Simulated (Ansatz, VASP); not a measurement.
## InP: VASP beside Ansatz

```
In P
1.0
     0.00000    2.58717    2.58717
     2.58717    0.00000    2.58717
     2.58717    2.58717    0.00000
In P
1 1
Direct
  0.00000 0.00000 0.00000
  0.50000 0.50000 0.50000
```

Alike in both runs: functional PBEsol; k mesh 14 × 14 × 14; occupations fermi-dirac, width 0.15 eV; no spin polarisation.

Ansatz relaxed the structure, and its values are those at the end. VASP's run is a single point on that final structure, the one shown.

|  | VASP | Ansatz |
| --- | --- | --- |
| version | VASP 6.6.1 | Ansatz 0.2.0 |
| potentials or method | VASP PAW PBE potentials, release 64 (In_d, P) | scalar-relativistic, plane waves, PAW |
| plane-wave cutoff (eV) | 520 | 420 |
| valence electrons in the cell | 18 | 18 |

Ansatz gave:

| Property | Result |
| --- | --- |
| gap on the k mesh at the Fermi level (eV) | none |
| pressure (GPa) | 20.0 |

Q: Estimate VASP's values.

A: gap on the k mesh at the Fermi level (eV): none; pressure (GPa): 20.2.

A gap of «none» marks a metal or a gap that the smearing closes. The functional is the same, so the differences come from potentials, cutoffs and numerics.

Caveats: so large a pressure means that the cell lies far from this level's equilibrium, or that cutoff or potentials fall short (VASP); the potentials were made for another functional, which shifts forces and pressure (VASP).
